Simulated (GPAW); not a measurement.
# BeTe: band structure with PBEsol

The system is BeTe.

```
CELL_PARAMETERS angstrom
0.00000 2.77000 2.77000
2.77000 0.00000 2.77000
2.77000 2.77000 0.00000
ATOMIC_POSITIONS crystal
Te 0.75000 0.75000 0.75000
Be 0.00000 0.00000 0.00000
```

```
Program                   : GPAW 26.7.0
Task                      : band structure
Functional                : PBEsol
Potentials or basis       : PAW data sets generated in the run's folder for this functional
Cutoff                    : 800 eV
Basis                     : pw
k mesh                    : 6 × 6 × 6
Occupations               : fermi-dirac, width 0.05 eV
Spin                      : spin-orbit coupling, no magnetisation
Maxiter                   : 150
Band path                 : GXWKGLUWLK,UX
Band points               : 80
spin axis theta (degrees) : 90
spin axis phi (degrees)   : 45
Soc after scf             : second variation
```

* Pressure: 2.2 GPa
* Band gap on the k mesh: 1.40 eV, indirect (least direct gap 3.19 eV)
* Band gap along the path: 1.40 eV, indirect (least direct gap 3.19 eV)

Levels at the corners of the path, in eV from the valence-band top:
| point | band 5 | band 6 | band 7 | band 8 | band 9 | band 10 | band 11 | band 12 |
| --- | --- | --- | --- | --- | --- | --- | --- | --- |
| Γ | 0.00 | 0.00 | 0.00 | 0.00 | 3.19 | 3.19 | 3.27 | 3.27 |
| X | -3.40 | -3.40 | -2.96 | -2.96 | 1.40 | 1.40 | 2.21 | 2.21 |
| W | -4.65 | -4.14 | -3.79 | -3.74 | 4.83 | 4.87 | 5.13 | 5.15 |
| K | -4.69 | -4.39 | -2.73 | -2.71 | 2.20 | 2.23 | 4.87 | 4.97 |
| Γ | 0.00 | 0.00 | 0.00 | 0.00 | 3.19 | 3.19 | 3.27 | 3.27 |
| L | -1.85 | -1.85 | -1.28 | -1.28 | 2.84 | 2.84 | 4.18 | 4.18 |
| U | -4.69 | -4.39 | -2.73 | -2.71 | 2.20 | 2.23 | 4.87 | 4.97 |
| W | -4.65 | -4.14 | -3.79 | -3.74 | 4.83 | 4.87 | 5.13 | 5.15 |
| L | -1.85 | -1.85 | -1.28 | -1.28 | 2.84 | 2.84 | 4.18 | 4.18 |
| K | -4.69 | -4.39 | -2.73 | -2.71 | 2.20 | 2.23 | 4.87 | 4.97 |
| U | -4.69 | -4.39 | -2.73 | -2.71 | 2.20 | 2.23 | 4.87 | 4.97 |
| X | -3.40 | -3.40 | -2.96 | -2.96 | 1.40 | 1.40 | 2.21 | 2.21 |

Wall time 85 s on 1 thread of AMD EPYC 7571, with other jobs on the host, peak memory 0.29 GiB.

Caveat: spin-orbit coupling was added after a scalar SCF, so levels and gaps hold it while energy, forces, pressure and moments don't; this program's spin-orbit splittings come out too wide for heavy elements.
